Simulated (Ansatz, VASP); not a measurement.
Cu in VASP and in Ansatz

```
Cu
1.0
     7.70039    0.00000    0.00000
     0.00000    7.70039    0.00000
     0.00000    0.00000   15.63000
Cu
28
Direct
  0.00000 0.00000 0.38388
  0.33333 0.00000 0.38388
  0.66667 0.00000 0.38388
  0.00000 0.33333 0.38388
  0.33333 0.33333 0.38388
  0.66667 0.33333 0.38388
  0.00000 0.66667 0.38388
  0.33333 0.66667 0.38388
  0.66667 0.66667 0.38388
  0.16740 0.16739 0.49638
  0.49999 0.16783 0.49641
  0.83257 0.16745 0.49643
  0.16782 0.50000 0.49641
  0.49998 0.49999 0.49634
  0.83213 0.50000 0.49643
  0.16743 0.83259 0.49641
  0.49999 0.83214 0.49642
  0.83255 0.83254 0.49645
  0.99996 0.99998 0.60772
  0.33413 0.99999 0.60906
  0.66582 0.00000 0.60908
  0.99998 0.33414 0.60906
  0.49975 0.49988 0.71165
  0.66947 0.33054 0.61165
  0.99999 0.66583 0.60907
  0.33049 0.66951 0.61162
  0.66943 0.66943 0.61167
  0.33044 0.33043 0.61158
```

Alike in both runs: functional PBE; k mesh 3 × 3 × 1; occupations gaussian, width 0.1 eV; no spin polarisation.

Ansatz relaxed the structure, and its values are those at the end. VASP's run is a single point on that final structure, the one shown.

|  | VASP | Ansatz |
| --- | --- | --- |
| version | VASP 6.6.1 | Ansatz 0.2.0 |
| potentials or method | VASP PAW PBE potentials, release 64 (Cu) | scalar-relativistic, plane waves, PAW |
| plane-wave cutoff (eV) | 520 | 420 |
| valence electrons in the cell | 308 | 532 |

|  | VASP | Ansatz | Ansatz less VASP |
| --- | --- | --- | --- |
| rms of the force components (eV/Å) | 0.013 | 0.009 | -0.0037 |

The two sets of potentials don't hold the same shells in valence. Ansatz warned: «xc_potential_rough_in_thin_density».
